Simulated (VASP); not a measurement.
VASP 6.6.1 run: BP

INCAR

```
LCHARG = .FALSE.
ISMEAR = -1
ISPIN = 2
EDIFFG = -5E-3
GGA = PE
NSW = 40
LREAL = .FALSE.
SIGMA = 0.02
NELM = 64
ENCUT = 600
ISIF = 3
PREC = Accurate
ALGO = Fast
LWAVE = .FALSE.
EDIFF = 1E-7
NBANDS = 11
MAGMOM = 3 3
IBRION = 2
LASPH = .TRUE.
```

KPOINTS

```
KPOINTS created by Atomic Simulation Environment
0
Gamma
10 10 10
0 0 0
```

POSCAR

```
B  P
 1.0000000000000000
     0.0000000000000000    2.0292550000000000    2.0292550000000000
     2.0292550000000000    0.0000000000000000    2.0292550000000000
     2.0292550000000000    2.0292550000000000    0.0000000000000000
 B   P
   1   1
Cartesian
  0.0000000000000000  0.0000000000000000  0.0000000000000000
  2.0292550000000000  2.0292550000000000  2.0292550000000000
```

The recommended PBE PAW datasets give the neutral cell 8 valence electrons.

Command

```
mpirun -np 1 vasp_std
```

**Question.** Predict the outcome of this run.

**Answer.** It converged. Results: relaxed cell vector lengths 3.048, 3.048, 3.048 Å; relaxed cell volume 20.02 Å³; magnetic moment of the cell 0.00 μB.

OSZICAR

```
N       E                     dE             d eps       ncg     rms          rms(c)
DAV:   1     0.193050380638E+02    0.19305E+02   -0.48564E+03  2068   0.799E+02
DAV:   2    -0.417800142961E+01   -0.23483E+02   -0.22538E+02  2763   0.124E+02
DAV:   3    -0.484702615289E+01   -0.66902E+00   -0.65697E+00  2572   0.169E+01
DAV:   4    -0.484880223293E+01   -0.17761E-02   -0.17759E-02  2477   0.972E-01
DAV:   5    -0.484880681623E+01   -0.45833E-05   -0.45836E-05  2495   0.446E-02    0.147E+01
RMM:   6    -0.103500698290E+02   -0.55013E+01   -0.86848E-01  2068   0.822E+00    0.730E+00
RMM:   7    -0.104228847713E+02   -0.72815E-01   -0.17472E-01  2068   0.282E+00    0.366E+00
RMM:   8    -0.104174773996E+02    0.54074E-02   -0.41291E-02  2068   0.107E+00    0.129E+00
RMM:   9    -0.104207924879E+02   -0.33151E-02   -0.51994E-03  2068   0.500E-01    0.598E-01
RMM:  10    -0.104207165385E+02    0.75949E-04   -0.10711E-03  2068   0.264E-01    0.132E-01
...
RMM:   3    -0.107948837413E+02    0.16916E-06   -0.11920E-07  1471   0.208E-03    0.704E-04
RMM:   4    -0.107948836415E+02    0.99744E-07   -0.20414E-08  1068   0.100E-03
  18 F= -.10794884E+02 E0= -.10793607E+02  d E =-.991503E-05  mag=     0.0000
       N       E                     dE             d eps       ncg     rms          rms(c)
DAV:   1    -0.107948908011E+02   -0.70598E-05   -0.78896E-05  2116   0.515E-02    0.103E-02
RMM:   2    -0.107948889838E+02    0.18172E-05   -0.17610E-06  2068   0.859E-03    0.499E-03
RMM:   3    -0.107948884446E+02    0.53922E-06   -0.48127E-07  2068   0.414E-03    0.146E-03
RMM:   4    -0.107948882149E+02    0.22968E-06   -0.74708E-08  1341   0.193E-03    0.715E-04
RMM:   5    -0.107948881928E+02    0.22128E-07   -0.64615E-09  1115   0.649E-04
  19 F= -.10794888E+02 E0= -.10793598E+02  d E =-.144663E-04  mag=    -0.0000
```

```tsv
ionic step	ΔE (meV/atom)	volume (Å³)	largest force (eV/Å)	pressure (GPa)	electronic steps
1	0.0	16.71	0.000	42.04	15
2	-122.7	22.60	0.000	-14.96	12
3	-187.0	20.06	0.000	-0.32	10
4	-187.0	19.99	0.000	0.20	7
5	-187.0	19.99	0.000	0.20	2
6	-187.0	19.99	0.000	0.19	2
7	-187.0	19.99	0.000	0.19	2
13	-187.0	19.99	0.000	0.19	2
14	-187.0	20.00	0.000	0.19	2
15	-187.0	20.00	0.000	0.18	2
16	-187.0	20.00	0.000	0.18	2
17	-187.0	20.00	0.000	0.15	3
18	-187.0	20.01	0.000	0.11	4
19	-187.0	20.02	0.000	0.03	5
```

 The volume moved far on the plane waves of the start cell, so a restart from CONTCAR is due.

For comparison, a separate PBE relaxation on usual settings, not on those above, ends at 20.02 Å³.
